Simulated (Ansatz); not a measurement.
All numbers below come from DFT PBE, scalar-relativistic, plane waves, PAW (Ansatz). Settings: cutoff 420 eV, Γ-centred meshes spaced at most about 0.3 Å⁻¹, and about 0.25 Å⁻¹ or finer for metals (2π included), Gaussian smearing. No spin polarisation.

Temperature and zero-point effects are left out.

Two forms of ZnSn2N2 were relaxed alike.

A.

```xyz
10
Lattice="5.3234 0.0000 0.0000 0.0000 6.7300 0.0000 -2.4671 0.0000 5.2158" Properties=species:S:1:pos:R:3 pbc="T T T"
Zn    2.8098    3.3650    0.9915
Zn    1.7160    0.0000    2.0440
Sn   -2.0966    3.3650    5.1497
Sn    2.8519    0.0000    5.1898
Sn   -0.5372    1.6618    2.7376
Sn   -0.5372    5.0681    2.7376
N     3.4426    3.3650    3.0078
N     3.3260    0.0000    3.1066
N     4.3184    4.8939    0.5573
N     4.3184    1.8361    0.5573
```

B.

```xyz
5
Lattice="2.7334 1.5781 4.5359 -2.7334 1.5781 4.5359 0.0000 -3.1563 4.5359" Properties=species:S:1:pos:R:3 pbc="T T T"
Zn    0.0000    0.0000    0.0000
Sn    0.0000    0.0000   10.8628
Sn    0.0000    0.0000    2.7449
N     0.0000    0.0000    7.3623
N     0.0000    0.0000    6.2454
```

Task: Which is lower in energy, and by how much?

Result: A is lower, by 142 meV/atom. A has space group Pm (No. 6), 18.7 Å³/atom and a gap of 0.22 eV on its mesh; B has space group R-3m (No. 166), 23.5 Å³/atom and no gap. Counting N atoms around Sn and Zn (those within 1.25 times the shortest such distance or 1.15 times the sum of covalent radii; a plus sign parts nearer from farther groups; the shortest distance is added where it is long for a bond; a slash parts the counts of unlike sites), A has Zn 1/3, Sn 3 and B has Zn 6+6 from 3.6 Å, Sn 7 from 3.2 Å. B holds N–N pairs as short as in free N₂ molecules (shortest 1.12 Å); in A the shortest N–N distance is 3.02 Å. The denser one is the lower, and pressure would at first widen the difference. Even the lower one lies +0.31 eV/atom against the reference forms of the elements (uncorrected), so neither is stable at this level. In A, Zn on its first site has 3 N at 2.11–2.19 Å and 1 Sn at 2.66 Å; Sn on a site of symmetry m has 3 N at 2.15 Å and 1 Zn at 2.66 Å; N on a site of symmetry m has 1 Zn at 2.11 Å and 3 Sn at 2.15–2.19 Å; 5 more sites not described. In B, Zn is surrounded by 2 Sn at 2.74 Å; Sn is surrounded by 1 Zn at 2.74 Å; around N lies 1 N at 1.12 Å. Origin: A, invented, then shaken at random and relaxed again; B, invented. The lowest form computed isn't among them: it has space group C2 (No. 5), 17.5 Å³/atom and lies 65 meV/atom below the best shown.

Kohn–Sham gaps at this level usually fall short of measured ones. Cells relaxed within their symmetry can be saddle points. Some candidate types were left out of the draw beforehand, so a known form may be missing.
